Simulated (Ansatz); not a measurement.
# Residual resistivity of an alloy: Mg(0001) with 2 layers of random Mg-Hf, 2x2, part 2 of 2

Wanted: resistance against the alloy's length, first Mg(0001) with 2 layers of random Mg-Hf, 2x2.

Ansatz 0.2.0; Ansatz plane-wave DFT, PBE, PAW files; ballistic transport by layer matching (Landauer), zero bias; PAW set soft_1.

So far. Step 3 (With 6 alloy layers): Over the solved energies the transmission per spin lies between 1.32 and 1.39, out of 3.77 channels of the lead on average (up to 3.77). The log calls the step of a lead's potential too much.

### 4. With 10 alloy layers

In 10 layers a share of 0.125 of the sites is given to Hf at random. A fresh draw is used; the growth of the resistance with length is what counts.

System of this step: Mg(0001) with 10 layers of random Mg-Hf, 2x2. The cell holds 80 atoms: 75 Mg and 5 Hf. Cell: a = 6.419 Å, b = 6.419 Å, c = 52.103 Å, α = 90.0°, β = 90.0°, γ = 120.0°. It derives from Mg. Regions: lead, 40 atoms (40 Mg); scattering region, 40 atoms (35 Mg and 5 Hf). The structure is stacked along c, and the current runs across the ab planes.

input.yaml

```yaml
crystal:
  lattice:
    - [6.41854, 0.0, 0.0]
    - [-3.20927, 5.5586186952, 0.0]
    - [0.0, 0.0, 52.1033]
  atoms:
    - { symbol: Mg, position: [0.1666666667, 0.3333333333, 0.025] }
    - { symbol: Mg, position: [0.1666666667, 0.8333333333, 0.025] }
    - { symbol: Mg, position: [0.6666666667, 0.3333333333, 0.025] }
    - { symbol: Mg, position: [0.6666666667, 0.8333333333, 0.025] }
    - { symbol: Mg, position: [0.3333333333, 0.1666666667, 0.075] }
    - { symbol: Mg, position: [0.3333333333, 0.6666666667, 0.075] }
    - { symbol: Mg, position: [0.8333333333, 0.1666666667, 0.075] }
    - { symbol: Mg, position: [0.8333333333, 0.6666666667, 0.075] }
    - { symbol: Mg, position: [0.1666666667, 0.3333333333, 0.125] }
    - { symbol: Mg, position: [0.1666666667, 0.8333333333, 0.125] }
    - { symbol: Mg, position: [0.6666666667, 0.3333333333, 0.125] }
    - { symbol: Mg, position: [0.6666666667, 0.8333333333, 0.125] }
    - { symbol: Mg, position: [0.3333333333, 0.1666666667, 0.175] }
    - { symbol: Mg, position: [0.3333333333, 0.6666666667, 0.175] }
    - { symbol: Mg, position: [0.8333333333, 0.1666666667, 0.175] }
    - { symbol: Mg, position: [0.8333333333, 0.6666666667, 0.175] }
    - { symbol: Mg, position: [0.1666666667, 0.3333333333, 0.225] }
    - { symbol: Mg, position: [0.1666666667, 0.8333333333, 0.225] }
    - { symbol: Mg, position: [0.6666666667, 0.3333333333, 0.225] }
    - { symbol: Mg, position: [0.6666666667, 0.8333333333, 0.225] }
    - { symbol: Mg, position: [0.3333333333, 0.1666666667, 0.275] }
    - { symbol: Mg, position: [0.3333333333, 0.6666666667, 0.275] }
    - { symbol: Mg, position: [0.8333333333, 0.1666666667, 0.275] }
    - { symbol: Mg, position: [0.8333333333, 0.6666666667, 0.275] }
    - { symbol: Mg, position: [0.1666666667, 0.3333333333, 0.325] }
    - { symbol: Mg, position: [0.1666666667, 0.8333333333, 0.325] }
    - { symbol: Mg, position: [0.6666666667, 0.3333333333, 0.325] }
    - { symbol: Mg, position: [0.6666666667, 0.8333333333, 0.325] }
    - { symbol: Mg, position: [0.3333333333, 0.1666666667, 0.375] }
    - { symbol: Mg, position: [0.3333333333, 0.6666666667, 0.375] }
    - { symbol: Mg, position: [0.8333333333, 0.1666666667, 0.375] }
    - { symbol: Mg, position: [0.8333333333, 0.6666666667, 0.375] }
    - { symbol: Mg, position: [0.1666666667, 0.3333333333, 0.425] }
    - { symbol: Mg, position: [0.1666666667, 0.8333333333, 0.425] }
    - { symbol: Mg, position: [0.6666666667, 0.3333333333, 0.425] }
    - { symbol: Mg, position: [0.6666666667, 0.8333333333, 0.425] }
    - { symbol: Mg, position: [0.3333333333, 0.1666666667, 0.475] }
    - { symbol: Mg, position: [0.3333333333, 0.6666666667, 0.475] }
    - { symbol: Mg, position: [0.8333333333, 0.1666666667, 0.475] }
    - { symbol: Hf, position: [0.8333333333, 0.6666666667, 0.475] }
    - { symbol: Mg, position: [0.1666666667, 0.3333333333, 0.525] }
    - { symbol: Mg, position: [0.1666666667, 0.8333333333, 0.525] }
    - { symbol: Mg, position: [0.6666666667, 0.3333333333, 0.525] }
    - { symbol: Mg, position: [0.6666666667, 0.8333333333, 0.525] }
    - { symbol: Mg, position: [0.3333333333, 0.1666666667, 0.575] }
    - { symbol: Hf, position: [0.3333333333, 0.6666666667, 0.575] }
    - { symbol: Mg, position: [0.8333333333, 0.1666666667, 0.575] }
    - { symbol: Mg, position: [0.8333333333, 0.6666666667, 0.575] }
    - { symbol: Mg, position: [0.1666666667, 0.3333333333, 0.625] }
    - { symbol: Mg, position: [0.1666666667, 0.8333333333, 0.625] }
    - { symbol: Hf, position: [0.6666666667, 0.3333333333, 0.625] }
    - { symbol: Hf, position: [0.6666666667, 0.8333333333, 0.625] }
    - { symbol: Hf, position: [0.3333333333, 0.1666666667, 0.675] }
    - { symbol: Mg, position: [0.3333333333, 0.6666666667, 0.675] }
    - { symbol: Mg, position: [0.8333333333, 0.1666666667, 0.675] }
    - { symbol: Mg, position: [0.8333333333, 0.6666666667, 0.675] }
    - { symbol: Mg, position: [0.1666666667, 0.3333333333, 0.725] }
    - { symbol: Mg, position: [0.1666666667, 0.8333333333, 0.725] }
    - { symbol: Mg, position: [0.6666666667, 0.3333333333, 0.725] }
    - { symbol: Mg, position: [0.6666666667, 0.8333333333, 0.725] }
    - { symbol: Mg, position: [0.3333333333, 0.1666666667, 0.775] }
    - { symbol: Mg, position: [0.3333333333, 0.6666666667, 0.775] }
    - { symbol: Mg, position: [0.8333333333, 0.1666666667, 0.775] }
    - { symbol: Mg, position: [0.8333333333, 0.6666666667, 0.775] }
    - { symbol: Mg, position: [0.1666666667, 0.3333333333, 0.825] }
    - { symbol: Mg, position: [0.1666666667, 0.8333333333, 0.825] }
    - { symbol: Mg, position: [0.6666666667, 0.3333333333, 0.825] }
    - { symbol: Mg, position: [0.6666666667, 0.8333333333, 0.825] }
    - { symbol: Mg, position: [0.3333333333, 0.1666666667, 0.875] }
    - { symbol: Mg, position: [0.3333333333, 0.6666666667, 0.875] }
    - { symbol: Mg, position: [0.8333333333, 0.1666666667, 0.875] }
    - { symbol: Mg, position: [0.8333333333, 0.6666666667, 0.875] }
    - { symbol: Mg, position: [0.1666666667, 0.3333333333, 0.925] }
    - { symbol: Mg, position: [0.1666666667, 0.8333333333, 0.925] }
    - { symbol: Mg, position: [0.6666666667, 0.3333333333, 0.925] }
    - { symbol: Mg, position: [0.6666666667, 0.8333333333, 0.925] }
    - { symbol: Mg, position: [0.3333333333, 0.1666666667, 0.975] }
    - { symbol: Mg, position: [0.3333333333, 0.6666666667, 0.975] }
    - { symbol: Mg, position: [0.8333333333, 0.1666666667, 0.975] }
    - { symbol: Mg, position: [0.8333333333, 0.6666666667, 0.975] }
kpoints:
  mp_grid: { grid: [4, 4, 1] }
hamiltonian:
  xc: pbe
  pseudopotentials: { kind: paw, azcp: { folder: soft_1 } }
scf:
  occupations: { method: fermi_dirac, width: 0.1 }
output:
  transmission: { leads: [[0, 8]], kmesh: [8, 8], e_range: [-0.05, 0.05], de: 0.05 }
  write_potential: true
  write_density: true
  volumetric_format: npy
```

Run with:

```bash
ansatz run input.yaml --threads 4 --pin off --max-ram 15360MiB --backend cpu --events-out ev --progress --plain --runs-dir out
```

Numbers of over 12 decimals in the logs are rounded to 6 here.

Output:

```text
[...]
Crystal: 80 atoms, lattice volume = 1858.953 Å³
Basis set: ecut = 420 eV, 36475 PW (Γ)
Bands: 528, of which v1, the nominal top of the filled ones, is band 440 counted from 1 (439 counted from 0)
Symmetry: 1 space group operations
[...]
k-points: 10 of 16 (time reversal used)
[...]
SCF iter   1: F=—  HF=-222906.293419 eV  |F-HF|=—  |Δ(HF+E_count)|=         —  Δρ=2.51e-2  dr2=2.45e3  ethr=3.10e-3  ⟨swp⟩=6.5  Hψ=22471  notcnv=0  defer=87
[...]
SCF iter  14: F=-222894.622699 eV  HF=-222894.622699 eV  |F-HF|=6.19e-8  |Δ(HF+E_count)|=   3.43e-8  Δρ=7.29e-7  dr2=6.92e-8  ethr=1.14e-11  ⟨swp⟩=11.2  Hψ=23387  notcnv=0
SCF 1 converged in 14 iterations: F = -222894.622699 eV  dr2 = 6.92e-8
[...]
transmission: 264 of 2618 steps passed
transmission: 524 of 2618 steps passed
[...]
transmission: 2618 of 2618 steps passed
SCF converged after 14 iterations
Free energy (F): -222894.622699 eV
[...]
Internal energy: -222893.406267 eV  (E = F + TS)
E sigma→0 (E₀):  -222894.014483 eV
Entropy (-TS):   -1.216432 eV (-15.205 meV/atom)
Fermi energy:    6.165523 eV
[...]
--- Band table (eV; the first three rows and the last of 10) ---
  k-point 0: bands = [... 436 lower, 5.3578, 5.4067, 5.4232, 5.4613, 5.4749, 5.5415, 5.6182, 5.7295, ... 84 higher]
  k-point 1: bands = [... 436 lower, 5.8816, 5.9058, 5.9716, 6.0051, 6.0959, 6.1335, 6.1757, 6.2169, ... 84 higher]
  k-point 2: bands = [... 436 lower, 6.4388, 6.4614, 6.4771, 6.5885, 6.6666, 6.7413, 6.7903, 6.8284, ... 84 higher]
  k-point 9: bands = [... 436 lower, 6.3814, 6.4519, 6.5319, 6.6217, 6.6749, 6.7720, 6.8000, 6.8271, ... 84 higher]
--- Transmission ---
  basis      : 313 plane waves across, 77 finite elements along
  points     : 34, standing for a mesh of 8 x 8
[...]
channels       : 3.765625e0 a spin
[...]
junction   : crystal 0 to crystal 0, 4.51 to 51.41 Å
    transmission   : 1.060596e0 a spin
[...]
```

Run time: 13 min. Hardware: 4 threads of Intel Xeon Platinum 8488C (Sapphire Rapids), shared host; peak memory 10 GiB; 51 min of CPU time.

This step gave:

- free energy: -222894.6227 eV
- energy at zero smearing: -222894.0145 eV
- Fermi energy: 6.166 eV
- transmission per spin nearest the Fermi level: 1.061
- step of the lead's potential: 4.1 meV

Per spin. Transmission, zone mean against energy, zero at the Fermi level:

| energy (eV) | transmission, zone mean |
| --- | --- |
| -0.0500 | 1.06 |
| 0.0000 | 1.06 |
| 0.0500 | 0.996 |

Over the solved energies the transmission per spin lies between 0.996 and 1.06, out of 3.77 channels of the lead on average (up to 3.77).

### 5. The fit

This step: Ansatz plane-wave DFT, PBE, PAW files; ballistic transport by layer matching (Landauer), zero bias; residual resistivity from the slope of the area resistance, atoms on the host's lattice; PAW set soft_1 (Ansatz 0.2.0).

This step gave:

```yaml
resistivity: 96.73 µΩ cm
intercept: 0.6865 fΩ m²
scatter_about_the_fit: 0.01199 fΩ m²
```

Resistance, by row:

| run | length (Å) | T | channels N | RA (fΩ m²) |
| --- | --- | --- | --- | --- |
| n2 | 5.21 | 1.901 | 3.766 | 1.199 |
| n6 | 15.63 | 1.353 | 3.766 | 2.182 |
| n10 | 26.05 | 1.038 | 3.766 | 3.215 |

Area resistance against length of the alloy:

| length of the alloy (Å) | area resistance (fΩ m²) |
| --- | --- |
| 5.21 | 1.20 |
| 15.63 | 2.18 |
| 26.05 | 3.22 |

The area resistance goes from 1.2 to 3.2 fΩ m² between 5.2 and 26.1 Å, a slope of 97 µΩ cm.

By hand from the end points: (3.215 − 1.199) fΩ m² / (26.05 − 5.21) Å = 97 µΩ cm, since 1 fΩ m² per Å is 1000 µΩ cm.

### 6. Outcome

```json
{
  "resistivity from the slope": "96.7 µΩ cm",
  "area resistance over 5.21 Å": "1.20 fΩ m²",
  "area resistance over 15.6 Å": "2.18 fΩ m²",
  "area resistance over 26.1 Å": "3.22 fΩ m²"
}
```

The slope gives 97 µΩ cm. The points scatter by 0.012 fΩ m² about the line, with one random draw a length in a 2x2 cell, so the slope is a rough value. Read with a model of isotropic scattering on a spherical Fermi surface and the lead's 0.82×10¹⁵ S/m², this slope means a mean free path near 9.6 Å; over these lengths the model's slope is within 3 % of its bulk resistivity. The draw over the shortest length came out nearly ordered, with 12 symmetry operations, so that point is a poor sample of a random alloy. The atoms sit on the host's lattice, so scattering by size misfit is left out. Spin-orbit coupling is left out, which matters for Hf. A lead's potential steps by up to 31 meV from period to period, which the log calls too much, so longer leads could move the result.

[Logs are printed without paths, hosts, clocks, repeated set-up lines and the standing remarks that a program may print on its own settings, such as how far it seeks lower states.]

[Hosts, paths, dates, database ids (printed as entryN), source tags and the programs' standing remarks are cut or masked in the printed files.]
